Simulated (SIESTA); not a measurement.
BaZrO3:

```
CELL_PARAMETERS angstrom
4.19134 0.00000 0.00000
0.00000 4.19134 0.00000
0.00000 0.00000 4.19134
ATOMIC_POSITIONS crystal
Ba 0.00000 0.00000 0.00000
Zr 0.50000 0.50000 0.50000
O 0.50000 0.50000 0.00000
O 0.50000 0.00000 0.50000
O 0.00000 0.50000 0.50000
```

Base run:

```yaml
Program: SIESTA 5.4.2
Functional: LDA
Potentials_or_basis: PseudoDojo 0.4 standard (LDA files)
Basis: DZP (energy shift 0.003 Ry; two zetas on semicore shells; d shell added on Ba)
Grid_cutoff: 800 Ry
Energy_shift: 0.003 Ry
k_mesh: 6 × 6 × 6
Occupations: fermi-dirac, width 0.05 eV
Spin: no spin polarisation
```

Its results: band gap on the k mesh 2.92 eV, indirect (least direct gap 3.09 eV); pressure -2.2 GPa.

Task: The run is repeated on the same cell with these changes: functional from LDA to PBEsol; potentials or basis from PseudoDojo 0.4 standard (LDA files) to PseudoDojo 0.4 standard (PBEsol files). What comes out?

Result: Band gap on the k mesh 2.94 eV, indirect (least direct gap 3.11 eV); pressure 1.7 GPa.

Caveats: this set's barium file shifts pressures by up to 1 GPa against other sets; spin-orbit coupling is left out, which moves the levels of the heavy elements; the basis of atomic orbitals isn't converged, which shifts pressures, moduli and gaps.
